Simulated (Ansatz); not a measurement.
# HgTe (Coloradoite) (F-43m) in Ansatz: notebook

Aim: see how the results for HgTe (Coloradoite) move with the level of theory and the settings. Levels: PBEsol, RPBE+D4. Tasks: band structure, phonons, single point, equation of state.

Program: Ansatz 0.2.0. These are calculated values, not measurements. Logs are shortened: lines on timing, memory, paths and dates and some standing lists are left out, and cuts for length are marked.

**The experiment to reproduce.**

A printed reference work, monograph reports, for a bulk crystal of HgTe: bulk modulus 43 GPa.

How close the calculation comes is told below.

### Step 1. The structure

The structure is cubic, space group F-43m (No. 216). The conventional cell has a = 6.429 Å, b = 6.429 Å, c = 6.429 Å, α = 90.00°, β = 90.00°, γ = 90.00°. Around Hg (site symmetry -43m) lie 4 Te at 2.78 Å. Te (site symmetry -43m) has 4 Hg at 2.78 Å as nearest neighbours.

### Step 2. Band structure, PBEsol

Input file input.yaml:

```yaml
crystal:
  lattice:
    - [0.0, 3.2145, 3.2145]
    - [3.2145, 0.0, 3.2145]
    - [3.2145, 3.2145, 0.0]
  atoms:
    - { symbol: Hg, position: [0.0, 0.0, 0.0] }
    - { symbol: Te, position: [0.75, 0.75, 0.75] }
hamiltonian:
  xc: pbesol
  pseudopotentials: { kind: paw }
kpoints:
  mp_grid: { grid: [7, 7, 7] }
  band_path:
    path:
      - [[0.0, 0.0, 0.0], [0.5, 0.0, 0.5], [0.5, 0.25, 0.75], [0.375, 0.375, 0.75], [0.0, 0.0, 0.0], [0.5, 0.5, 0.5], [0.625, 0.25, 0.625], [0.5, 0.25, 0.75], [0.5, 0.5, 0.5], [0.375, 0.375, 0.75]]
      - [[0.625, 0.25, 0.625], [0.5, 0.0, 0.5]]
    npoints: 14
scf:
  occupations: { method: fermi_dirac, width: 0.05 }
  n_extra_bands: 6
output:
  forces: true
  stress: true
  eigenvalues: true
  fatbands: false
  write_density: true
  write_potential: true
  elf: true
  volumetric_format: npy
```

Potentials or basis: Ansatz PAW.

Command:

```
$ ansatz run input.yaml --threads 2 --pin off --max-ram 5120MiB --backend cpu --events-out ev --progress --plain --runs-dir out
```

Standard output:

```text
Warning: RAYON_NUM_THREADS=2 ignored (pool sized by the plan → 2); use --threads N
scf.n_extra_bands = 6 over 18 filled bands (N_el = 36.0): the run solves 24 bands
Engine: ansatz 0.2.0, x86_64-unknown-linux-gnu
Pseudopotentials: kind: paw
Pseudopotential: Hg, paw, valence charge 20, recommended cutoff 420 eV (normal), Hg.paw.azcp
Pseudopotential: Te, paw, valence charge 16, recommended cutoff 420 eV (normal), Te.paw.azcp
Functional definition: PBEsol
  exchange = pbesol_x
  correlation = pbesol_c
Crystal: 2 atoms, lattice volume = 66.431 Å³
Basis set: ecut = 420 eV, 1291 PW (Γ), exchange–correlation on 64×64×64 points (8 copies of the dense FFT grid, shifted against one another)
Bands: 24, of which v1, the nominal top of the filled ones, is band 18 counted from 1 (17 counted from 0)
Symmetry: 24 space group operations
Space group: F-43m (ITA 216), of the structure as read, at distance tolerance 4.1e-5 Å
k-points: 20 of 343 (time reversal used)
Non-local potential: Hg, projectors of the file, l = 0: 3, l = 1: 2, l = 2: 2, l = 3: 1
Non-local potential: Te, projectors of the file, l = 0: 2, l = 1: 2, l = 2: 2, l = 3: 2
PAW form: soft (Blöchl's): semilocal exchange-correlation on the pseudo side does not see the compensation charge
PAW frozen core: Hg, regenerated for the run's functional, and the local potential with it (the file was generated under x = pbe(κ = 0.804, μ = 0.2195149727645171), c = pbe(β = 0.06672455060314922))
PAW frozen core: Te, regenerated for the run's functional, and the local potential with it (the file was generated under x = pbe(κ = 0.804, μ = 0.2195149727645171), c = pbe(β = 0.06672455060314922))
PAW one-centre angular grid: Hg, 590 points (default); XC on 64 Gauss nodes
PAW one-centre angular grid: Te, 590 points (default); XC on 64 Gauss nodes
Initial density: superposition of atomic densities (neutral atoms: chi_scale 0, normalization atom), corrected by the library's trained network
Initial wavefunctions: pseudopotential atomic-orbital guess
Functional: x = pbesol(κ = 0.804, μ = 0.12345679012345678), c = pbesol(β = 0.046)
SCF iter   1: F=—  HF=-20569.798668 eV  |F-HF|=—  |Δ(HF+E_count)|=         —  Δρ=2.67e-3  dr2=7.21e-3  ethr=1.77e-3  ⟨swp⟩=6.0  Hψ=2301  notcnv=0  defer=4
preconditioner: auto → none  [insulator: Δε(μ)=0.639 eV  Ē_g=12.058 eV  σ=0.050 eV  W_gap=0.69  n_scr=14 (ndim 8)  ℏωp=19.3 eV  f_vac=0.179  D(μ)=0.08/eV (n_scr^D=0)  ε∞_Penn≈3.6]
SCF iter   2: F=—  HF=-20569.796425 eV  |F-HF|=—  |Δ(HF+E_count)|=   2.24e-3  Δρ=8.15e-4  dr2=2.72e-4  ethr=2.00e-5  ⟨swp⟩=3.0  Hψ=1023  notcnv=0  defer=26
SCF iter   3: F=—  HF=-20569.796632 eV  |F-HF|=—  |Δ(HF+E_count)|=   2.08e-4  Δρ=3.76e-4  dr2=5.58e-5  ethr=7.56e-7  ⟨swp⟩=2.4  Hψ=577  notcnv=0  defer=26
SCF iter   4: F=—  HF=-20569.796686 eV  |F-HF|=—  |Δ(HF+E_count)|=   5.37e-5  Δρ=1.36e-4  dr2=1.61e-5  ethr=1.55e-7  ⟨swp⟩=2.0  Hψ=635  notcnv=0  defer=26
SCF iter   5: F=—  HF=-20569.796682 eV  |F-HF|=—  |Δ(HF+E_count)|=   3.76e-6  Δρ=2.00e-5  dr2=1.77e-7  ethr=4.48e-8  ⟨swp⟩=2.0  Hψ=615  notcnv=0  defer=26
SCF iter   6: F=-20569.796683 eV  HF=-20569.796683 eV  |F-HF|=1.11e-9  |Δ(HF+E_count)|=   3.07e-7  Δρ=4.18e-6  dr2=9.46e-9  ethr=2.78e-10  ⟨swp⟩=14.2  Hψ=3617  notcnv=0
SCF 1 converged in 6 iterations: F = -20569.796683 eV  dr2 = 9.46e-9
NSCF: frozen V_eff on 142 k-points
SCF converged after 6 iterations
Free energy (F): -20569.796683 eV
Harris-Foulkes:  -20569.796683 eV  (|F-HF|=1.11e-9)
Internal energy: -20569.795999 eV  (E = F + TS)
E sigma→0 (E₀):  -20569.796341 eV
Entropy (-TS):   -0.000684 eV (-0.342 meV/atom)
Fermi energy:    8.894981 eV
--- Per-component energies (eV) ---
  E_band       = -769.132766
  E_kinetic    = 785.091637
  E_local      = -4773.226265  (includes V_loc(G=0)·N_el)
  E_nonlocal   = -231.718369
  E_hartree    = 2320.034646
  E_xc         = -342.378512
  E_vxc        = -365.980362  (∫ρ·V_xc dr)
  E_paw        = -14385.245706  (= ΣΔE_a)
  E_vpaw       = -823.377300  (= ΣTr[D̂ρ^β])
  E_aug_tail   = 0.000716  (compensation charges beyond the density's cutoff)
  E_ewald      = -3943.057611
  E_core_change = 0.703466  (= ΣΔE_core)
  E_smearing   = -0.000684  (= −TS)
  E_closure    = 0.000000  (closes the sum)
  Σ components = -20569.796683   (vs F -20569.796683, Δ=0.00e0)
--- Forces (eV/Å), atoms counted from 1 ---
  atom   1  Hg    -0.00000000    -0.00000000    -0.00000000
  atom   2  Te     0.00000000    -0.00000000     0.00000000
  max |Σ_I F_I| component: 9.02e-17 eV/Å
--- Stress (GPa, compression-positive) ---
        1.763380      -0.000000       0.000000
        0.000000       1.763380       0.000000
        0.000000       0.000000       1.763380
  P = ⅓ Tr σ = 1.7634 GPa (17.634 kbar)
--- Band table (eV; the first three rows and the last of 20) ---
  k-point 0: bands = ["-106.1667", "-54.5670", "-54.5670", "-54.5670", "-27.8787", "-27.8787", "-27.8787", "-27.8694", "-27.8694", "-3.2880", "1.4151", "1.4151", "1.4151", "1.9704", "1.9704", "8.0924", "8.8547", "8.8547", "8.8547", "13.0244", "13.0244", "13.0244", "15.1462", "18.5686"]
  k-point 1: bands = ["-106.1667", "-54.5671", "-54.5670", "-54.5670", "-27.8787", "-27.8786", "-27.8786", "-27.8694", "-27.8694", "-3.1843", "1.4438", "1.4438", "1.4521", "1.9675", "1.9675", "6.7482", "8.6222", "8.6222", "9.5661", "12.9591", "13.3256", "13.3256", "16.2955", "17.4998"]
  k-point 2: bands = ["-106.1667", "-54.5671", "-54.5670", "-54.5670", "-27.8789", "-27.8785", "-27.8785", "-27.8693", "-27.8693", "-2.9369", "1.5019", "1.5019", "1.6383", "1.9715", "1.9715", "4.9846", "8.1788", "8.1788", "9.6523", "13.7527", "13.7527", "14.0628", "16.3550", "17.4602"]
  k-point 19: bands = ["-106.1667", "-54.5671", "-54.5671", "-54.5671", "-27.8791", "-27.8786", "-27.8782", "-27.8694", "-27.8691", "-2.4982", "1.6283", "1.6893", "1.8980", "1.9550", "2.5429", "3.2788", "5.8743", "6.6170", "11.6691", "13.2071", "14.4566", "15.3441", "17.5244", "18.9601"]
```

It took 13 s on 2 threads of Intel Xeon at 2.50GHz (Skylake/Cascade Lake), shared host; peak memory 0.42 GiB.

Results:

| Property | Result |
| --- | --- |
| Free energy | -20569.7967 eV |
| Pressure | 1.8 GPa |
| Band gap on the k mesh | none (metal or under the smearing width) |

Levels at the corners of the path, in eV from the Fermi level:
```tsv
point	band 15	band 16	band 17	band 18	band 19	band 20	band 21	band 22
Γ	-6.92	-0.80	-0.04	-0.04	-0.04	4.13	4.13	4.13
X	-6.46	-5.59	-2.40	-2.40	1.81	2.30	8.09	8.86
W	-6.28	-5.69	-2.82	-2.69	3.10	4.49	5.18	6.02
K	-6.37	-5.62	-3.07	-2.00	2.15	3.91	6.91	7.14
Γ	-6.92	-0.80	-0.04	-0.04	-0.04	4.13	4.13	4.13
L	-6.61	-5.67	-1.07	-1.07	0.60	4.95	4.95	6.65
U	-6.37	-5.62	-3.07	-2.00	2.15	3.91	6.91	7.14
W	-6.28	-5.69	-2.82	-2.69	3.10	4.49	5.18	6.02
L	-6.61	-5.67	-1.07	-1.07	0.60	4.95	4.95	6.65
K	-6.37	-5.62	-3.07	-2.00	2.15	3.91	6.91	7.14
U	-6.37	-5.62	-3.07	-2.00	2.15	3.91	6.91	7.14
X	-6.46	-5.59	-2.40	-2.40	1.81	2.30	8.09	8.86
```

Caveat: spin-orbit coupling is left out, which moves the levels of the heavy elements; the PAW data sets come from PBE, with cores solved anew for the run's functional, which leaves a small shift of forces and pressure.

### Step 3. Phonons, PBEsol

Input file input.yaml:

```yaml
crystal:
  lattice:
    - [0.0, 3.2145, 3.2145]
    - [3.2145, 0.0, 3.2145]
    - [3.2145, 3.2145, 0.0]
  atoms:
    - { symbol: Hg, position: [0.0, 0.0, 0.0] }
    - { symbol: Te, position: [0.75, 0.75, 0.75] }
hamiltonian:
  xc: pbesol
  pseudopotentials: { kind: paw }
kpoints:
  mp_grid: { grid: [6, 6, 6] }
scf:
  occupations: { method: fermi_dirac, width: 0.05 }
phonons:
  method: dfpt
  qmesh: [2, 2, 2]
  temperatures: { t_max: 1000, t_step: 100 }
  qpath:
    path:
      - [[0.0, 0.0, 0.0], [0.5, 0.0, 0.5], [0.5, 0.25, 0.75], [0.375, 0.375, 0.75], [0.0, 0.0, 0.0], [0.5, 0.5, 0.5], [0.625, 0.25, 0.625], [0.5, 0.25, 0.75], [0.5, 0.5, 0.5], [0.375, 0.375, 0.75]]
      - [[0.625, 0.25, 0.625], [0.5, 0.0, 0.5]]
    npoints: 8
```

Potentials or basis: Ansatz PAW.

Command:

```
$ ansatz run input.yaml --threads 2 --pin off --max-ram 5120MiB --backend cpu --events-out ev --progress --plain --runs-dir out
```

Standard output:

```text
Warning: phonons: the dynamical matrix that this run interpolates holds no multipole term above the dipole-dipole one, and a site of this crystal is no centre of inversion, so its interpolated transverse optical and acoustic branches and sound speeds can stay off near Gamma, and the density of states and the thermodynamics with them. What a run solves at a wave vector of phonons.qpoints, Gamma apart, where the deck admits one, is free of this, and under fd what a larger phonons.supercell samples
Warning: RAYON_NUM_THREADS=2 ignored (pool sized by the plan → 2); use --threads N
Engine: ansatz 0.2.0, x86_64-unknown-linux-gnu
Pseudopotentials: kind: paw
Pseudopotential: Hg, paw, valence charge 20, recommended cutoff 420 eV (normal), Hg.paw.azcp
Pseudopotential: Te, paw, valence charge 16, recommended cutoff 420 eV (normal), Te.paw.azcp
Functional definition: PBEsol
  exchange = pbesol_x
  correlation = pbesol_c
Crystal: 2 atoms, lattice volume = 66.431 Å³
Basis set: ecut = 420 eV, 1291 PW (Γ), exchange–correlation on 64×64×64 points (8 copies of the dense FFT grid, shifted against one another)
Bands: 22, of which v1, the nominal top of the filled ones, is band 18 counted from 1 (17 counted from 0)
Symmetry: 24 space group operations
k-points: 16 of 216 (time reversal used)
Non-local potential: Hg, projectors of the file, l = 0: 3, l = 1: 2, l = 2: 2, l = 3: 1
Non-local potential: Te, projectors of the file, l = 0: 2, l = 1: 2, l = 2: 2, l = 3: 2
PAW form: soft (Blöchl's): semilocal exchange-correlation on the pseudo side does not see the compensation charge
PAW frozen core: Hg, regenerated for the run's functional, and the local potential with it (the file was generated under x = pbe(κ = 0.804, μ = 0.2195149727645171), c = pbe(β = 0.06672455060314922))
PAW frozen core: Te, regenerated for the run's functional, and the local potential with it (the file was generated under x = pbe(κ = 0.804, μ = 0.2195149727645171), c = pbe(β = 0.06672455060314922))
PAW one-centre angular grid: Hg, 590 points (default); XC on 64 Gauss nodes
PAW one-centre angular grid: Te, 590 points (default); XC on 64 Gauss nodes
Initial density: superposition of atomic densities (neutral atoms: chi_scale 0, normalization atom), corrected by the library's trained network
Initial wavefunctions: pseudopotential atomic-orbital guess
Functional: x = pbesol(κ = 0.804, μ = 0.12345679012345678), c = pbesol(β = 0.046)
SCF iter   1: F=—  HF=-20569.790749 eV  |F-HF|=—  |Δ(HF+E_count)|=         —  Δρ=2.58e-3  dr2=6.64e-3  ethr=1.77e-3  ⟨swp⟩=6.1  Hψ=1664  notcnv=0
[... 42 lines left out ...]
E sigma→0 (E₀):  -20569.788514 eV
Entropy (-TS):   -0.000946 eV (-0.473 meV/atom)
Fermi energy:    8.893672 eV
--- Per-component energies (eV) ---
  E_band       = -769.034146
  E_kinetic    = 785.114159
  E_local      = -4773.343501  (includes V_loc(G=0)·N_el)
  E_nonlocal   = -231.705115
  E_hartree    = 2320.133751
  E_xc         = -342.380945
  E_vxc        = -365.983841  (∫ρ·V_xc dr)
  E_paw        = -14385.252963  (= ΣΔE_a)
  E_vpaw       = -823.383829  (= ΣTr[D̂ρ^β])
  E_aug_tail   = 0.000716  (compensation charges beyond the density's cutoff)
  E_ewald      = -3943.057611
  E_core_change = 0.703466  (= ΣΔE_core)
  E_smearing   = -0.000946  (= −TS)
  E_closure    = 0.000000  (closes the sum)
  Σ components = -20569.788987   (vs F -20569.788987, Δ=0.00e0)
--- Band table (eV; the first three rows and the last of 16) ---
  k-point 0: bands = ["-106.1667", "-54.5671", "-54.5671", "-54.5671", "-27.8716", "-27.8716", "-27.8716", "-27.8624", "-27.8624", "-3.2845", "1.4154", "1.4154", "1.4154", "1.9701", "1.9701", "8.0939", "8.8576", "8.8576", "8.8576", "13.0252", "13.0252", "13.0252"]
  k-point 1: bands = ["-106.1667", "-54.5671", "-54.5671", "-54.5671", "-27.8717", "-27.8716", "-27.8716", "-27.8623", "-27.8623", "-3.1460", "1.4532", "1.4532", "1.4691", "1.9669", "1.9669", "6.4545", "8.5546", "8.5546", "9.6330", "13.0508", "13.4112", "13.4112"]
  k-point 2: bands = ["-106.1667", "-54.5672", "-54.5671", "-54.5671", "-27.8720", "-27.8714", "-27.8714", "-27.8623", "-27.8623", "-2.8474", "1.5186", "1.5186", "1.7611", "1.9765", "1.9765", "4.4434", "8.0516", "8.0516", "9.6040", "13.8151", "13.8151", "14.6166"]
  k-point 15: bands = ["-106.1667", "-54.5672", "-54.5672", "-54.5671", "-27.8723", "-27.8714", "-27.8711", "-27.8624", "-27.8619", "-2.4774", "1.6311", "1.7152", "1.8409", "1.9867", "2.5729", "3.2341", "6.1752", "6.2751", "11.5982", "12.4183", "15.2714", "15.4383"]
--- Phonons (Γ-DFPT): 2 representative perturbations + reference (Σ response iterations 6) ---
  ASR residual: 1.687e-4 → 0.000e0 eV/Å²; symmetrization residual: 6.306e-5 eV/Å²
  ASR residual per site (eV/Å²): 1.69e-4 8.98e-5
  Γ frequencies (cm⁻¹): 0.00 0.00 0.00 118.56 118.56 118.56
--- Phonons (arbitrary-q DFPT): 3 irreducible q on the 2×2×2 mesh ---
  q = [0.0000, 0.0000, 0.0000] (star 1, of the zone-centre solve; hermiticity 3.13e-5, symmetrization 8.13e-12): 0.00 0.00 0.00 118.56 118.56 118.56
  q = [0.0000, 0.0000, -0.5000] (star 4, 2 solved perturbations on 68 of 216 k-point pairs; hermiticity 1.21e-5, symmetrization 9.15e-7): 16.51 16.51 82.16 130.85 130.85 144.30
  q = [0.0000, -0.5000, -0.5000] (star 3, 4 solved perturbations in 152 linear systems a pass and spin channel, the states on 46 of 216 k-point pairs; hermiticity 1.42e-5, symmetrization 5.63e-9): 10.80 10.80 94.81 134.89 142.58 142.58
  sum rule: each row above includes the acoustic sum rule's correction from the zone centre's row sums; it moved no ω² by more than (0.48 cm⁻¹)²
  mesh force constants: q→R imaginary residual 5.05e-17; ASR residual 1.687e-4 → 0.000e0 eV/Å²; symmetrization residual 2.665e-15 eV/Å²
  interpolated dispersion: 82 rows × 6 modes
  density of states and harmonic sums: on the 18×18×18 q-mesh, interpolated from the force constants of a 2×2×2 supercell (no non-analytic term)
  largest difference from the sums on the solved wave vectors: F 4.56e-2 eV, S 7.79e-5 and C_V 3.23e-5 eV/K
  zero-point energy: 0.032701 eV/cell   skipped modes (ω ≤ 0): 3   left out of the sums: 8.57e-5 of the cell's modes: C_V's classical limit lies that fraction below 3 k_B per atom; for a crystal, a wire or a layer, F and S can be off by more, and a phonons.interpolated_qmesh denser along its periods is the remedy for the sampling
```

phbands.tsv:

```text
# q_distance	omega_0_inv_cm	omega_1_inv_cm	omega_2_inv_cm	omega_3_inv_cm	omega_4_inv_cm	omega_5_inv_cm	omega_0_thz	omega_1_thz	omega_2_thz	omega_3_thz	omega_4_thz	omega_5_thz
# format = ansatz-phbands/1
# published_state_doubts = phonon_interpolation_lacks_dipole_term
[... 81 lines left out ...]
6.100838	11.635558	25.352611	92.360768	133.393238	141.688126	144.686097	0.348825	0.760052	2.768906	3.999029	4.247703	4.337580
6.144030	11.289486	20.588211	93.399720	133.924923	142.075189	143.908751	0.338450	0.617219	2.800053	4.014968	4.259307	4.314276
6.187221	11.024006	16.025812	94.171740	134.408617	142.354125	143.229937	0.330491	0.480442	2.823198	4.029469	4.267669	4.293925
6.230413	10.856785	12.338267	94.647392	134.760194	142.522475	142.752906	0.325478	0.369892	2.837457	4.040009	4.272716	4.279624
6.273605	10.799654	10.799654	94.808068	134.891072	142.578756	142.578756	0.323765	0.323765	2.842274	4.043933	4.274404	4.274404
```

It took 75 s on 2 threads of Intel Xeon at 2.50GHz (Skylake/Cascade Lake), shared host; peak memory 0.63 GiB.

What came out:

| Quantity | Value |
| --- | --- |
| Free energy | -20569.7890 eV |
| Band gap on the k mesh | none (metal or under the smearing width) |
| Highest phonon frequency | 144 cm⁻¹ |

Levels at points of the mesh, in eV from the Fermi level:
```csv
k point,band 16,band 17,band 18,band 19,band 20,band 21
"(0.00, 0.00, 0.00)",-0.80,-0.04,-0.04,-0.04,4.13,4.13
"(0.00, 0.00, -0.50)",-5.67,-1.06,-1.06,0.61,4.95,4.95
"(0.00, -0.50, -0.50)",-5.58,-2.40,-2.40,1.81,2.31,8.10
```

Phonon frequencies in cm⁻¹ (negative: imaginary):
| q point | frequencies |
| --- | --- |
| (0.000, 0.000, 0.000) | 0 0 0 119 119 119 |
| (0.000, 0.000, -0.500) | 17 17 82 131 131 144 |
| (0.000, -0.500, -0.500) | 11 11 95 135 143 143 |

Caveat: the q mesh is small, so phonon branches between its points and thermal values are rough; the PAW data sets come from PBE, with cores solved anew for the run's functional, which leaves a small shift of forces and pressure.

### Step 4. Single point, RPBE+D4, 31.22 Å³/atom (volume scaled by 0.94)

Input file input.yaml:

```yaml
crystal:
  lattice:
    - [0.0, 3.1488795465, 3.1488795465]
    - [3.1488795465, 0.0, 3.1488795465]
    - [3.1488795465, 3.1488795465, 0.0]
  atoms:
    - { symbol: Hg, position: [0.0, 0.0, 0.0] }
    - { symbol: Te, position: [0.75, 0.75, 0.75] }
hamiltonian:
  xc: rpbe
  pseudopotentials: { kind: paw }
  dispersion: d4
kpoints:
  mp_grid: { grid: [7, 7, 7] }
scf:
  occupations: { method: fermi_dirac, width: 0.05 }
output:
  forces: true
  stress: true
  eigenvalues: true
```

Command:

```
$ ansatz run input.yaml --threads 2 --pin off --max-ram 5120MiB --backend cpu --events-out ev --progress --plain --runs-dir out
```

Wall time 3.4 s (2 threads of Intel Xeon at 2.50GHz (Skylake/Cascade Lake), shared host); peak memory 0.36 GiB.

It converged, with:

```
Free energy            : -20818.3887 eV
Pressure               : 5.9 GPa
Band gap on the k mesh : none (metal or under the smearing width)
```

Caveat: pairwise dispersion overbinds metals, which lowers pressure and volume; the PAW data sets come from PBE, with cores solved anew for the run's functional, which leaves a small shift of forces and pressure.

### Step 5. Single point, RPBE+D4, 31.89 Å³/atom (volume scaled by 0.96)

input.yaml: that of step 4 with these lines changed.

```diff
@@ -2,5 +2,5 @@
   lattice:
-    - [0.0, 3.1488795465, 3.1488795465]
-    - [3.1488795465, 0.0, 3.1488795465]
-    - [3.1488795465, 3.1488795465, 0.0]
+    - [0.0, 3.1710554852, 3.1710554852]
+    - [3.1710554852, 0.0, 3.1710554852]
+    - [3.1710554852, 3.1710554852, 0.0]
   atoms:
```

Command:

```
$ ansatz run input.yaml --threads 2 --pin off --max-ram 5120MiB --backend cpu --events-out ev --progress --plain --runs-dir out
```

Run time: 3.2 s. Hardware: 2 threads of Intel Xeon at 2.50GHz (Skylake/Cascade Lake), shared host; peak memory 0.37 GiB.

The run converged. Its results:

* Free energy: -20818.4319 eV
* Pressure: 4.6 GPa
* Band gap on the k mesh: none (metal or under the smearing width)

Caveat: pairwise dispersion overbinds metals, which lowers pressure and volume; the PAW data sets come from PBE, with cores solved anew for the run's functional, which leaves a small shift of forces and pressure.

[end of part 1 of 2]
